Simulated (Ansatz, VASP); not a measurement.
Given: the input of a run of Ansatz 0.2.0 on Ge.

File input.yaml:

```yaml
crystal:
  lattice:
    - [1.5076348143, -2.6288341784, 0.0]
    - [1.5076348143, 2.6288341784, 0.0]
    - [0.0, 0.0, 4.7898081321]
  atoms:
    - { symbol: Ge, position: [0.33344663, 0.66655337, 0.25] }
    - { symbol: Ge, position: [0.66655337, 0.33344663, 0.75] }
hamiltonian:
  xc: r2scan
  pseudopotentials: { kind: paw }
kpoints:
  mp_grid: { grid: [10, 10, 6] }
scf:
  occupations: { method: fermi_dirac, width: 0.05 }
output:
  forces: true
  stress: true
  eigenvalues: true
```

Potentials or basis: Ansatz PAW.

Command:

```sh
$ ansatz run input.yaml --threads 2 --pin off --max-ram 5632MiB --backend cpu --events-out ev --progress --plain --runs-dir out
```

Problem. Translate it to VASP 6.6.1. Potentials there: VASP PAW PBE potentials, release 64 (Ge_d).

Solution. As run (the cutoff follows the program's own potentials):

The input INCAR:

```
PREC = Accurate ; ENCUT = 520
EDIFF = 1E-7 ; ISMEAR = -1
SIGMA = 0.05 ; LREAL = F
LASPH = T ; NELM = 100
ALGO = Normal ; ISIF = 2
LWAVE = F ; LCHARG = F
METAGGA = R2SCAN ; LMIXTAU = T
```

KPOINTS

```
Automatic mesh
0
Gamma
  10 10 6
```

POSCAR

```
Ge
1.0
    1.5076348143     -2.6288341784      0.0000000000
    1.5076348143      2.6288341784      0.0000000000
    0.0000000000      0.0000000000      4.7898081321
Ge
2
Direct
    0.3334466300      0.6665533700      0.2500000000
    0.6665533700      0.3334466300      0.7500000000
```

Potentials or basis: VASP PAW PBE potentials, release 64 (Ge_d).

Launch:

```console
$ cat potpaw_PBE.64/Ge_d/POTCAR > POTCAR
$ mpirun -np 1 vasp_std > vasp.out
```

Both were run:

|  | VASP | Ansatz | Ansatz less VASP |
| --- | --- | --- | --- |
| gap on the k mesh at the Fermi level (eV) | none | none | - |
| pressure (GPa) | -0.9 | -0.8 | +0.11 |
| largest component of the traceless stress (GPa) | 1.63 | 1.62 | -0.013 |

A gap of «none» marks a metal or a gap that the smearing closes. The functional is the same, so the differences come from potentials, cutoffs and numerics.

Caveats: the PAW data sets were made with another functional, which shifts forces and pressure a little (VASP); the PAW data sets come from PBE, with cores solved anew for the run's functional, which leaves a small shift of forces and pressure (Ansatz).
